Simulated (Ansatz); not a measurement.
Crystal: InSe.

```xyz
4
Lattice="2.0000 1.1547 8.4400 -2.0000 1.1547 8.4400 0.0000 -2.3094 8.4400" Properties=species:S:1:pos:R:3 pbc="T T T"
In    0.0000    0.0000   22.4994
In    0.0000    0.0000    0.0000
Se    0.0000    0.0000    4.3525
Se    0.0000    0.0000    9.7102
```

| Item | Value |
| --- | --- |
| Program | Ansatz 0.2.0 |
| Task | relaxation of cell and atoms |
| Functional | revPBE0 |
| Potentials or basis | Ansatz PAW |
| Cutoff | 420 eV (not typed: the program's choice for these potentials) |
| k mesh | 4 × 4 × 4 |
| Occupations | fermi-dirac, width 0.05 eV |
| Spin | no spin polarisation |

At the start: volume 29.24 Å³/atom.

Question: Where does the relaxation end?

Answer: It ends after 16 steps and the volume is 38.30 Å³/atom (+31.0 %); space group R3m (No. 160, to 0.05 Å).

Step by step:
| step | energy change (eV) | largest force (eV/Å) | volume (Å³) |
| --- | --- | --- | --- |
| 1 | 0.0000 | 0.1929 | 116.95 |
| 2 | -0.0527 | 0.3314 | 128.54 |
| 3 | -0.0829 | 0.0512 | 128.63 |
| 4 | -0.0878 | 0.0665 | 128.76 |
| 5 | -0.0971 | 0.0836 | 131.32 |
| 6 | -0.1025 | 0.0306 | 133.76 |
| 7 | -0.1071 | 0.0335 | 139.71 |
| 8 | -0.1076 | 0.0048 | 139.16 |
| 9 | -0.1140 | 0.0057 | 139.16 |
| 10 | -0.1158 | 0.0038 | 141.46 |
| 11 | -0.1182 | 0.0201 | 147.24 |
| 12 | -0.1187 | 0.0324 | 151.21 |
| 13 | -0.1185 | 0.0257 | 153.72 |
| 14 | -0.1186 | 0.0052 | 152.96 |
| 15 | -0.1186 | 0.0092 | 153.19 |
| 16 | -0.1208 | 0.0094 | 153.19 |

Final structure:
```cif
data_structure
_symmetry_space_group_name_H-M 'P 1'
_symmetry_Int_Tables_number 1
_cell_length_a 10.8894
_cell_length_b 10.8894
_cell_length_c 10.8894
_cell_angle_alpha 21.589
_cell_angle_beta 21.589
_cell_angle_gamma 21.589
_cell_volume 153.19
loop_
_atom_site_label
_atom_site_type_symbol
_atom_site_fract_x
_atom_site_fract_y
_atom_site_fract_z
_atom_site_occupancy
In1 In 0.90024 0.90024 0.90024 1
In2 In 0.98843 0.98843 0.98843 1
Se1 Se 0.19462 0.19462 0.19462 1
Se2 Se 0.36072 0.36072 0.36072 1
```

Caveat: the k mesh is coarse (spacing up to 0.46 Å⁻¹), so the values aren't converged; the volume moved by over 15 % at a fixed basis, so the end points are rough; the plane-wave basis is chosen anew once the cell has moved, so the energies of steps on either side of that aren't comparable; the volume moved by +31 % from the deposited cell, more than functionals usually miss; the PAW data sets come from PBE, with cores solved anew for the run's functional, which leaves a small shift of forces and pressure.
